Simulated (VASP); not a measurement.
**TiO2 in VASP 6.6.1, single-point calculation**

INCAR

```
LDAUTYPE = 2
LDAU = .TRUE.
GGA = PE
LMAXMIX = 4
LREAL = .FALSE.
ENCUT = 520
LASPH = .TRUE.
NELM = 120
LDAUL = 2 -1
PREC = Accurate
LDAUJ = 0 0
LCHARG = .FALSE.
IBRION = -1
ISIF = 2
EDIFF = 1E-7
ISMEAR = -1
LDAUU = 6.0 0
LWAVE = .FALSE.
NBANDS = 19
SIGMA = 0.02
NSW = 0
```

KPOINTS

```
KPOINTS created by Atomic Simulation Environment
0
Gamma
10 10 10
0 0 0
```

POSCAR

```
Ti O
 1.0000000000000000
     0.0000000000000000    2.4447638030999999    2.3860587843999999
     2.4447638030999999    0.0000000000000000    2.3860587843999999
     2.4447638030999999    2.4447638030999999    0.0000000000000000
 Ti  O
   1   2
Cartesian
  0.0000000000000000  0.0000000000000000  0.0000000000000000
  1.2223819015499999  1.2223819015499999  1.1930293921999999
  3.6671457046499998  3.6671457046499998  3.5790881766000004
```

The recommended PBE PAW datasets give the neutral cell 24 valence electrons.

Command

```
mpirun -np 1 vasp_std
```

OSZICAR

```
N       E                     dE             d eps       ncg     rms          rms(c)
DAV:   1     0.252068785731E+03    0.25207E+03   -0.12941E+04  3876   0.149E+03
DAV:   2    -0.130178938146E+02   -0.26509E+03   -0.25298E+03  4322   0.414E+02
DAV:   3    -0.328156876017E+02   -0.19798E+02   -0.19625E+02  4494   0.119E+02
DAV:   4    -0.334357490786E+02   -0.62006E+00   -0.61832E+00  5411   0.192E+01
DAV:   5    -0.334488733092E+02   -0.13124E-01   -0.13121E-01  4606   0.262E+00    0.206E+01
DAV:   6    -0.223819492297E+02    0.11067E+02   -0.38602E+01  4736   0.759E+01    0.671E+00
DAV:   7    -0.223191492693E+02    0.62800E-01   -0.31025E+00  4449   0.157E+01    0.425E+00
DAV:   8    -0.231523686238E+02   -0.83322E+00   -0.58302E+00  4338   0.236E+01    0.823E+00
DAV:   9    -0.223481953233E+02    0.80417E+00   -0.29011E+00  4278   0.154E+01    0.217E+00
DAV:  10    -0.223887508531E+02   -0.40556E-01   -0.91134E-02  4472   0.222E+00    0.259E+00
DAV:  11    -0.222924452056E+02    0.96306E-01   -0.33747E-01  4005   0.607E+00    0.396E-01
DAV:  12    -0.222930596812E+02   -0.61448E-03   -0.72676E-03  4383   0.806E-01    0.308E-01
DAV:  13    -0.222930054665E+02    0.54215E-04   -0.30964E-04  4486   0.161E-01    0.360E-01
DAV:  14    -0.222910149747E+02    0.19905E-02   -0.60265E-03  4059   0.860E-01    0.405E-02
DAV:  15    -0.222910133311E+02    0.16436E-05   -0.16535E-04  4404   0.965E-02    0.222E-02
DAV:  16    -0.222910048473E+02    0.84838E-05   -0.66099E-05  4900   0.748E-02    0.884E-03
DAV:  17    -0.222910038982E+02    0.94912E-06   -0.58205E-06  4391   0.201E-02    0.170E-03
DAV:  18    -0.222910039022E+02   -0.40159E-08   -0.19292E-07  4070   0.392E-03
   1 F= -.22291004E+02 E0= -.22291004E+02  d E =-.103909E-10
```

Standard output (part)

```
POSCAR found type information on POSCAR TiO
 POSCAR found :  2 types and       3 ions
 LDA part: xc-table for (Slater+PW92), standard interpolation
 POSCAR, INCAR and KPOINTS ok, starting setup
 WAVECAR not read
 entering main loop
```

From OUTCAR

```
k-points           NKPTS =    102   k-points in BZ     NKDIM =    102   number of bands    NBANDS=     19

   NELECT =      24.0000    total number of electrons

   dimension x,y,z NGX =    28 NGY =   28 NGZ =   28
   dimension x,y,z NGXF=    56 NGYF=   56 NGZF=   56

  energy-cutoff  :      520.00
  volume of cell :       28.52
      direct lattice vectors                 reciprocal lattice vectors
     0.000000000  2.444763803  2.386058784    -0.204518735  0.204518735  0.209550579
     2.444763803  0.000000000  2.386058784     0.204518735 -0.204518735  0.209550579
     2.444763803  2.444763803  0.000000000     0.204518735  0.204518735 -0.209550579

 k-points in reciprocal lattice and weights: KPOINTS created by Atomic Simulation Env
   0.00000000  0.00000000  0.00000000       0.001
   0.10000000  0.00000000  0.00000000       0.008
   0.20000000  0.00000000  0.00000000       0.008
   0.30000000 -0.00000000  0.00000000       0.008
   0.40000000  0.00000000  0.00000000       0.008
   0.50000000  0.00000000  0.00000000       0.004
   0.10000000  0.10000000  0.00000000       0.002
   0.20000000  0.10000000  0.00000000       0.008
   ...

 E-fermi :   7.9216

 k-point     1 :       0.0000    0.0000    0.0000
  band No.  band energies     occupation
      1     -51.9430      2.00000
      2     -27.9747      2.00000
      3     -27.9667      2.00000
      4     -27.9667      2.00000
      5     -12.2111      2.00000
      6      -8.4816      2.00000
      7       1.6656      2.00000
      8       1.7351      2.00000
      9       1.7351      2.00000
     10       6.3594      2.00000
     11       6.3594      2.00000
     12       6.7480      2.00000
     13       9.5856      0.00000
     14       9.7050      0.00000
     15      12.6970      0.00000
     16      12.7684      0.00000
     17      12.7684      0.00000
     18      14.4554      0.00000
     19      20.8461      0.00000

 k-point     2 :       0.1000    0.0000    0.0000
  band No.  band energies     occupation
      1     -51.9413      2.00000
      2     -27.9891      2.00000
      3     -27.9731      2.00000
      4     -27.9692      2.00000
      5     -12.0989      2.00000
      6      -8.6099      2.00000
      7       1.7734      2.00000
      8       1.8178      2.00000
      9       1.9491      2.00000
     10       6.1003      2.00000
     11       6.1524      2.00000
     12       6.4998      2.00000
     13       9.7411      0.00000
     14       9.8488      0.00000
     15      12.4512      0.00000
     16      12.6341      0.00000
     17      12.6762      0.00000
     18      14.8297      0.00000
     19      20.7914      0.00000

 k-point     3 :       0.2000    0.0000    0.0000
  band No.  band energies     occupation
      1     -51.9369      2.00000
      2     -28.0368      2.00000
      3     -27.9792      2.00000
      4     -27.9758      2.00000
      5     -11.7875      2.00000
      6      -8.9380      2.00000
      7       2.0281      2.00000
      8       2.0457      2.00000
      9       2.5369      2.00000
     10       5.4838      2.00000
     11       5.6974      2.00000
     12       5.9630      2.00000
     13       9.9982      0.00000
     14      10.0638      0.00000
     15      11.7192      0.00000
     16      12.4604      0.00000
     17      12.4954      0.00000
     18      15.7868      0.00000
     19      20.6126      0.00000

 ...

  Total        0.7642797      0.7642797      3.0458372      0.0000000     -0.0000000      0.0000000
  in kB       42.9316891     42.9316891    171.0930330      0.0000000     -0.0000000      0.0000000
  external PRESSURE =      85.6521371 kB  Pullay stress =       0.0000000 kB

 POSITION                                       TOTAL-FORCE (eV/Angst)
 -----------------------------------------------------------------------------------
      0.00000      0.00000      0.00000        -0.000000     -0.000000      0.000000
      1.22238      1.22238      1.19303        -0.000000     -0.000000      0.000000
      3.66715      3.66715      3.57909         0.000000      0.000000      0.000000
 -----------------------------------------------------------------------------------
    total drift:                                0.000000     -0.000000      0.000000

  FREE ENERGIE OF THE ION-ELECTRON SYSTEM (eV)
  ---------------------------------------------------
  free  energy   TOTEN  =       -22.2910039022 eV

  energy  without entropy=      -22.2910039022  energy(sigma->0) =      -22.29100390
```

It converged. Results: gap between bands v and c on the k mesh 2.03 eV; least direct gap on the k mesh 2.50 eV; pressure 8.6 GPa. Band v is the last that the valence electrons fill when counted band by band, and c is the next.

For comparison, a separate PBE run of the intended cell, on usual settings and not on those above, gives a gap of 0.85 eV on its mesh and a pressure of -2.2 GPa.

The run above took about 62 s on one core of a shared host (Intel Xeon Platinum 8488C) and held 0.19 GiB at most.
